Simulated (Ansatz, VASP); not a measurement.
**Two plane-wave programs on SnO2**

POSCAR

```
SnO2
1.0
    4.7373500000      0.0000000000      0.0000000000
    0.0000000000      4.7373500000      0.0000000000
    0.0000000000      0.0000000000      3.1864000000
Sn O
2 4
Direct
    0.0000000000      0.0000000000      0.0000000000
    0.5000000000      0.5000000000      0.5000000000
    0.3056200000      0.3056200000      0.0000000000
    0.1943800000      0.8056200000      0.5000000000
    0.6943800000      0.6943800000      0.0000000000
    0.8056200000      0.1943800000      0.5000000000
```

Contents of INCAR.step1:

```
SYSTEM = SnO2
ALGO = Normal
EDIFF = 1E-4
ENCUT = 520
GGA = PE
ISMEAR = 0
LASPH = .TRUE.
LCHARG = .FALSE.
LREAL = .FALSE.
LWAVE = .TRUE.
NBANDS = 35
NELM = 100
PREC = Accurate
SIGMA = 0.1
```

File INCAR.step2:

```
SYSTEM = SnO2
ALGO = Normal
EDIFF = 1E-7
ENCUT = 520
ISIF = 2
ISMEAR = 0
ISTART = 1
LASPH = .TRUE.
LCHARG = .FALSE.
LMIXTAU = .TRUE.
LREAL = .FALSE.
LWAVE = .FALSE.
METAGGA = R2SCAN
NBANDS = 35
NELM = 100
PREC = Accurate
SIGMA = 0.1
```

Contents of KPOINTS:

```
k-points
0
G
  4 4 6
  0 0 0
```

Input for Ansatz:

```yaml
crystal:
  lattice:
    - [4.73735, 0.0, 0.0]
    - [0.0, 4.73735, 0.0]
    - [0.0, 0.0, 3.1864]
  atoms:
    - { symbol: Sn, position: [0.0, 0.0, 0.0] }
    - { symbol: Sn, position: [0.5, 0.5, 0.5] }
    - { symbol: O, position: [0.30562, 0.30562, 0.0] }
    - { symbol: O, position: [0.19438, 0.80562, 0.5] }
    - { symbol: O, position: [0.69438, 0.69438, 0.0] }
    - { symbol: O, position: [0.80562, 0.19438, 0.5] }
basis:
  ecutwfc: 500
kpoints:
  mp_grid: { grid: [4, 4, 6] }
hamiltonian:
  xc: r2scan
scf:
  occupations: { method: gaussian, width: 0.1 }
output:
  forces: true
  stress: true
  eigenvalues: true
```

Alike in both runs: task single point; functional r2SCAN; k mesh 4 × 4 × 6; occupations gaussian, width 0.1 eV; no spin polarisation.

|  | VASP | Ansatz |
| --- | --- | --- |
| version | VASP 6.6.1 | Ansatz 0.2.0 |
| potentials or method | VASP PAW PBE potentials, release 64 (Sn_d, O) | scalar-relativistic, plane waves, PAW |
| plane-wave cutoff (eV) | 520 | 500 |
| valence electrons in the cell | 52 | 52 |

Ansatz gave:

- gap on the k mesh at the Fermi level (eV): 1.93
- least direct gap on the mesh (eV): 1.93
- pressure (GPa): 3.0
- largest component of the traceless stress (GPa): 0.46
- rms of the force components (eV/Å): 0.001

Task: What did VASP give for the same quantities?

Result: gap on the k mesh at the Fermi level (eV): 1.96; least direct gap on the mesh (eV): 1.96; pressure (GPa): 4.2; largest component of the traceless stress (GPa): 0.82; rms of the force components (eV/Å): 0.014.

Atom by atom the forces differ by 0.013 eV/Å (rms over components).

Caveats: the PAW data sets were made with another functional, which shifts forces and pressure a little (VASP); spin-orbit coupling is left out, which moves the levels of the heavy elements. r2SCAN opens gaps a little over a GGA but as a rule still falls short of measured ones.
